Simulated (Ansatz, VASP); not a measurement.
# Hf in VASP and in Ansatz

```
Hf
1.0
     4.91922    0.00000    0.00000
    -2.45961    4.26017    0.00000
     0.00000    0.00000    3.06107
Hf
3
Direct
  0.66667 0.33333 0.50000
  0.33333 0.66667 0.50000
  0.00000 0.00000 0.00000
```

Alike in both runs: functional PBEsol; k mesh 12 × 12 × 14; occupations gaussian, width 0.1 eV; no spin polarisation.

Ansatz relaxed the structure, and its values are those at the end. VASP's run is a single point on that final structure, the one shown.

|  | VASP | Ansatz |
| --- | --- | --- |
| version | VASP 6.6.1 | Ansatz 0.2.0 |
| potentials or method | VASP PAW PBE potentials, release 64 (Hf_pv) | scalar-relativistic, plane waves, PAW |
| plane-wave cutoff (eV) | 520 | 420 |
| valence electrons in the cell | 30 | 78 |

VASP gave:

```
gap on the k mesh at the Fermi level (eV) : none
pressure (GPa)                            : -0.4
```

Estimate Ansatz's values.

gap on the k mesh at the Fermi level (eV): none; pressure (GPa): 0.0.

A gap of «none» marks a metal or a gap that the smearing closes. The functional is the same, so the differences come from potentials, cutoffs and numerics. The two sets of potentials don't hold the same shells in valence.

Caveats: the PAW data sets were made with another functional, which shifts forces and pressure a little (VASP). Spin-orbit coupling is left out, which matters for the levels of Hf.
